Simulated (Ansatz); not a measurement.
# Ba: one input, then a changed one

The cell was built from the sc type and relaxed in the same program, and has space group Pm-3m; it needn't be a known or the stable phase.

First run: DFT, PBE, all-electron LAPW, scalar-relativistic (Ansatz 0.2.0).

Command: `ansatz run input.yaml --threads 1 --pin off --max-ram 2048MiB --backend cpu --events-out ev --progress --plain --runs-dir out` The run took 12 s on 1 thread of Arm Neoverse V1, on a shared host, peak memory 0.28 GiB.

```yaml
crystal:
  lattice:
    - [3.9501679661, 0.0, 0.0]
    - [0.0, 3.9501679661, 0.0]
    - [0.0, 0.0, 3.9501679661]
  atoms:
    - { symbol: Ba, position: [0.0, 0.0, 0.0] }
kpoints:
  mp_grid: { grid: [13, 13, 13] }
  band_path:
    path:
      - [0.0, 0.0, 0.0]
      - [0.0, 0.5, 0.0]
      - [0.5, 0.5, 0.0]
      - [0.0, 0.0, 0.0]
      - [0.5, 0.5, 0.5]
      - [0.0, 0.5, 0.0]
      - [0.5, 0.5, 0.5]
      - [0.5, 0.5, 0.0]
    npoints: 14
scf:
  occupations: { method: fermi_dirac, width: 0.05 }
hamiltonian:
  xc: pbe
  pseudopotentials: { kind: all_electron, lapw: { basis_error: 0.00025 } }
output:
  forces: true
  stress: true
  eigenvalues: true
  populations: true
  dos: { projected: true, de: 0.2, e_range: [-14, 8] }
```

Result: converged; pressure -0.01 GPa; gap on the k mesh 0.07 eV (the mesh can miss the band edges); 8 SCF iterations.

Spin–orbit coupling is left out, though it moves levels of the heavy atoms by tenths of an eV or more.

The input is then changed:

```diff
@@ -21,7 +21,9 @@
 scf:
   occupations: { method: fermi_dirac, width: 0.05 }
+  algorithm: density_mixing
 hamiltonian:
-  xc: pbe
+  xc: lda
   pseudopotentials: { kind: all_electron, lapw: { basis_error: 0.00025 } }
+  dispersion: d4
 output:
   forces: true
@@ -29,4 +31,3 @@
   eigenvalues: true
   populations: true
-  dos: { projected: true, de: 0.2, e_range: [-14, 8] }
```

Problem. Predict the outcome of the changed run.

Solution. It converged; pressure -1.69 GPa; a gap of under 0.03 eV on the k mesh; 8 SCF iterations.
